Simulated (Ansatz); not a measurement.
Ti$_{3}$SiC$_{2}$:
```xyz
12
Lattice="3.0720 0.0000 0.0000 -1.5360 2.6604 0.0000 0.0000 0.0000 17.7259" Properties=species:S:1:pos:R:3 pbc="T T T"
Ti     1.5360     0.8868     6.4722
Ti     0.0000     1.7736    11.2537
Ti     0.0000     1.7736    15.3352
Ti     1.5360     0.8868     2.3907
Ti     0.0000     0.0000     8.8629
Ti     0.0000     0.0000     0.0000
Si     0.0000     0.0000    13.2944
Si     0.0000     0.0000     4.4315
C      0.0000     1.7736     7.5811
C      1.5360     0.8868    10.1448
C      1.5360     0.8868    16.4440
C      0.0000     1.7736     1.2818
```

Relaxed with PBE. Special points in fractions of this cell's reciprocal vectors: Γ (0.000, 0.000, 0.000); M (0.500, 0.000, 0.000); K (0.333, 0.333, 0.000); A (0.000, 0.000, 0.500); L (0.500, 0.000, 0.500); H (0.333, 0.333, 0.500).

**Question.** List the band energies nearest the Fermi level at these points for DFT-PBE in the program Ansatz with PAW potentials.

**Answer.** In eV from the Fermi level; about four levels below and three above (degenerate sets whole), none deeper than 8.9 eV; points with the same levels are listed once.

```json
[
 {"k": "Γ", "below": "-1.64 -1.64 -1.60 -1.60 -1.23", "above": "0.31 0.53 0.53"},
 {"k": "M", "below": "-1.83 -1.76 -1.70 -1.60", "above": "1.29 1.37 1.42"},
 {"k": "K", "below": "-2.33 -2.33 -2.12 -2.09", "above": "0.00 0.00 1.24"},
 {"k": "A", "below": "-1.62 -1.62 -1.62 -1.62", "above": "0.46 0.46 0.55 0.55 0.55 0.55"},
 {"k": "L", "below": "-1.79 -1.79 -1.65 -1.65", "above": "1.39 1.39 1.49 1.49"},
 {"k": "H", "below": "-2.35 -2.35 -2.10 -2.10", "above": "0.00 0.00 1.33 1.33"}
]
```

Space group P6_3/mmc. The PBE relaxation kept the symmetry of its start. No spin polarisation was allowed.

Potentials: the earlier of the program's two PAW sets.
